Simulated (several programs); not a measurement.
**What each method gives for YN (Fm-3m)**

YN (started from an entry of an open crystallographic database), relaxed with r2SCAN in Ansatz, was computed with several methods. Space group Fm-3m (No. 225), cubic; conventional cell a = 4.896 Å, 14.67 Å³ an atom. Y is surrounded by 6 N at 2.45 Å; N is surrounded by 6 Y at 2.45 Å. The values are computed, spin-unpolarised, and not measurements.

```xyz
2
Lattice="0.0000 2.4480 2.4480 2.4480 0.0000 2.4480 2.4480 2.4480 0.0000" Properties=species:S:1:pos:R:3 pbc="T T T"
Y     0.0000    0.0000    0.0000
N     2.4480    2.4480    2.4480
```

Gaps and times are for a single point on this cell; volume and bulk modulus come from each method's own relaxation or energy curve at fixed shape. Times are rough, from shared hosts (Arm Neoverse V1; NVIDIA H100 80GB HBM3), and each method has its own mesh and cell size. A dagger marks a closed or tiny gap in a crystal that DFT finds insulating: a failure of the method or a wrong SCF state. The energy curve of GFN2-xTB (tblite) is jagged, so its SCF state, and with it the gap, is in doubt. PM7 (MOPAC), GFN1-xTB (tblite), GFN2-xTB (tblite) treat a cluster of cells at its zone centre, which samples few k points: where these miss a band edge, the gap comes out too large for that reason alone. Gaps from k meshes are read at a limited set of points (mesh, symmetry points, PBE's band edges), so each method's own least gap may be somewhat smaller. xTB and the PM methods were fitted mostly to molecules, and can miss a solid's gap by electronvolts. Minimal bases can be far off for gaps. Times of the plane-wave ladder aren't listed, since it ran on unlike processors and cards. GLLB-SC's gap includes the derivative discontinuity. G0W0 is at finite bands, cutoff and mesh. d marks a direct gap, i an indirect one (no mark: not told apart), a dash a value that wasn't computed or didn't pass its checks.

```tsv
method	kind	gap (eV)	own volume (Å³/atom)	bulk modulus (GPa)	atoms computed	processor time
PBEsol	semilocal	–	14.32	–	2	–
light PBE (260 eV and a coarse mesh)	light plane-wave	0.13 i	–	–	2	0.58 s
LDA	semilocal	0.11 i	14.00	–	2	–
PBE	semilocal	0.20 i	14.76	160	2	–
PBE+SOC	semilocal	0.18 i	–	–	2	–
r2SCAN	semilocal	0.58 i	14.67	170	2	–
GFN1-xTB (tblite)	tight binding	0.00†	–	–	cluster	5 s
GLLB-SC (GPAW)	model potential	1.51	–	–	2	6.6 s
GFN2-xTB (tblite)	tight binding	0.40	–	–	cluster	9.2 s
G0W0@PBE (260 eV screening cutoff)	many-body	0.70	–	–	2	–
G0W0@LDA (140 eV screening cutoff)	many-body	0.58	–	–	2	–
LC-ωPBE	hybrid	5.77 i	–	–	2	–
G0W0@r2SCAN (180 eV screening cutoff)	many-body	0.82	–	–	2	–
PBE/SZV (CP2K)	small basis	overlap 0.29†	14.08	198	2	22 s
PBE0	hybrid	1.76 i	–	–	2	–
HSE06	hybrid	1.09 i	14.55	–	2	–
G0W0@HSE06 (180 eV screening cutoff)	many-body	1.14	–	–	2	–
r2SCANh	hybrid	1.15 i	–	–	2	–
DDH-PBE0	hybrid	0.65 i	–	–	2	–
G0W0@PBE0 (180 eV screening cutoff)	many-body	1.34	–	–	2	–
PBE/single zeta (GPAW)	small basis	overlap 0.05†	–	–	2	47 s
PBE/DZVP (CP2K)	small basis	0.13 i	14.83	162	2	72 s
HSE06+SOC	hybrid	1.07 i	–	–	2	–
PM7 (MOPAC)	semi-empirical	3.00	–	–	cluster	3.4 min
```

Against HSE06 (1.09 eV) and with closed or daggered gaps left aside, the nearest gap at the points sampled is that of HSE06+SOC (-0.02 eV) and the farthest that of LC-ωPBE (+4.68 eV). HSE06 is only a yardstick of convenience, and nearness to it can be luck.

Volumes against r2SCAN's: PBEsol -2.4 %, LDA -4.6 %, PBE +0.6 %, PBE/SZV (CP2K) -4.0 %, HSE06 -0.8 %, PBE/DZVP (CP2K) +1.1 %.

Only the rows marked +SOC include spin-orbit coupling.
